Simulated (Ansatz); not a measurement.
**CoO: stress in a strained cell**

CoO is deformed so: equal xx and yy strain of +2 %. What stress and forces result, by LAPW, PAW and all-electron datasets made for the crystal?

Computed with Ansatz 0.2.0 (DFT LDA, scalar-relativistic, unless a step's input says otherwise).

## Step 1: The starting structure

It takes space group I4/mmm (No. 139, tetragonal). The conventional cell has a = 3.016 Å, b = 3.016 Å, c = 4.214 Å, α = 90.00°, β = 90.00°, γ = 90.00°. Co (site symmetry 4/mmm) has 6 O at 2.11 to 2.13 Å as nearest neighbours. O (site symmetry 4/mmm) has 6 Co at 2.11 to 2.13 Å as nearest neighbours.

Coordinates:

```
Co O
1.0
    -1.50800    1.50800    2.10725
     1.50800   -1.50800    2.10725
     1.50800    1.50800   -2.10725
Co O
1 1
Direct
  0.00000 0.00000 0.00000
  0.50000 0.50000 0.00000
```

Atoms are numbered in the order of the input: Co1, O2.

## Step 2: After the deformation

Space group I4/mmm before, I4/mmm after.

## Step 3: LAPW, all electrons

Input file input.yaml:

```yaml
crystal:
  lattice:
    - [-1.538160156, 1.538160156, 2.1072499549]
    - [1.538160156, -1.538160156, 2.1072499549]
    - [1.538160156, 1.538160156, -2.1072499549]
  atoms:
    - { symbol: Co, position: [0.0, 0.0, 0.0], spin: 2.0 }
    - { symbol: O, position: [0.5, 0.5, 0.0] }
magnetization:
  spin_polarized: true
kpoints:
  mp_grid: { grid: [13, 13, 15] }
  band_path:
    path:
      - [0.0, 0.0, 0.0]
      - [0.0, 0.0, 0.5]
      - [0.25, 0.25, 0.25]
      - [0.0, 0.5, 0.0]
      - [0.0, 0.0, 0.0]
      - [0.5, 0.5, -0.5]
      - [0.3832020832, 0.6167979168, -0.3832020832]
      - [-0.3832020832, 0.3832020832, 0.3832020832]
      - [0.0, 0.0, 0.0]
    npoints: 5
scf:
  occupations: { method: fermi_dirac, width: 0.03 }
hamiltonian:
  xc: lda
  pseudopotentials: { kind: all_electron, lapw: { basis_error: 0.001 } }
output:
  forces: true
  stress: true
  eigenvalues: true
```

Run with:

```sh
$ ansatz run input.yaml --threads 1 --pin off --max-ram 3072MiB --backend cpu --events-out ev --progress --plain --runs-dir out
```

## Step 4: PAW with frozen cores

Input file input.yaml:

```yaml
crystal:
  lattice:
    - [-1.538160156, 1.538160156, 2.1072499549]
    - [1.538160156, -1.538160156, 2.1072499549]
    - [1.538160156, 1.538160156, -2.1072499549]
  atoms:
    - { symbol: Co, position: [0.0, 0.0, 0.0], spin: 2.0 }
    - { symbol: O, position: [0.5, 0.5, 0.0] }
magnetization:
  spin_polarized: true
kpoints:
  mp_grid: { grid: [13, 13, 15] }
scf:
  occupations: { method: fermi_dirac, width: 0.03 }
hamiltonian:
  xc: lda
  pseudopotentials: { kind: paw }
output:
  forces: true
  stress: true
  eigenvalues: true
  efg: { contact_densities: true }
  write_density: true
  write_potential: true
  elf: true
  volumetric_format: npy
```

## Step 5: All-electron PAW on datasets made for the crystal

input.yaml: that of step 4 with these lines changed.

```diff
@@ -16,3 +16,3 @@
   xc: lda
-  pseudopotentials: { kind: paw }
+  pseudopotentials: { kind: all_electron, datasets: crystal }
 output:
@@ -22,5 +22 @@
   efg: { contact_densities: true }
-  write_density: true
-  write_potential: true
-  elf: true
-  volumetric_format: npy
```

(Steps that only read results are left out.)

**Question.** What will these runs give? Wanted: pressure; largest shear or deviatoric stress.

As calculated:

| quantity | value |
| --- | --- |
| pressure | LAPW -22.66, PAW -22.57, crystal datasets -22.66 GPa |
| largest shear or deviatoric stress (LAPW) | 0.49 GPa |

The largest part of the stress beyond the pressure is 0.49 GPa in size, in the zz component; the atoms are carried along and not relaxed. No run of the undeformed cell stands beside it, so the pressure holds what the given cell had before the change. PAW: stress within 0.14 GPa of LAPW. Crystal datasets: stress within 0.01 GPa of LAPW. The magnetic state is the one reached from the start moments in this cell; it needn't be the ground state. With one magnetic atom in the cell only ferromagnetic order fits; the real order can differ. No U acts on the open 3d shell, so the metal found here may be the functional's error. The k mesh doesn't keep the crystal's whole symmetry, which leaves small spurious terms.
